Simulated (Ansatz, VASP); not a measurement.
**Two plane-wave programs on Al**

```xyz
1
Lattice="0.0000 2.0248 2.0248 2.0248 0.0000 2.0248 2.0248 2.0248 0.0000" Properties=species:S:1:pos:R:3 pbc="T T T"
Al    0.0000    0.0000    0.0000
```

Alike in both runs: task band structure; functional HSE03; k mesh 6 × 6 × 6; occupations fermi-dirac, width 0.05 eV; no spin polarisation.

|  | VASP | Ansatz |
| --- | --- | --- |
| version | VASP 6.6.1 | Ansatz 0.2.0 |
| potentials or method | VASP PAW PBE potentials, release 64 (Al) | Ansatz PAW |
| plane-wave cutoff (eV) | 520 | 420 |
| valence electrons in the cell | 3 | 3 |

VASP gave:

| Item | Value |
| --- | --- |
| gap on the k mesh at the Fermi level (eV) | none |
| pressure (GPa) | -0.7 |

Question: Estimate Ansatz's values.

Answer: gap on the k mesh at the Fermi level (eV): none; pressure (GPa): -0.8.

A gap of «none» marks a metal or a gap that the smearing closes.

Caveats: the k mesh is coarse (spacing up to 0.45 Å⁻¹), so the values aren't converged, least of all with exact exchange; the PAW data sets were made with another functional, which shifts forces and pressure a little (VASP); the PAW data sets come from PBE, with cores solved anew for the run's functional, which leaves a small shift of forces and pressure (Ansatz); the thresholds are loose for stress (Ansatz).
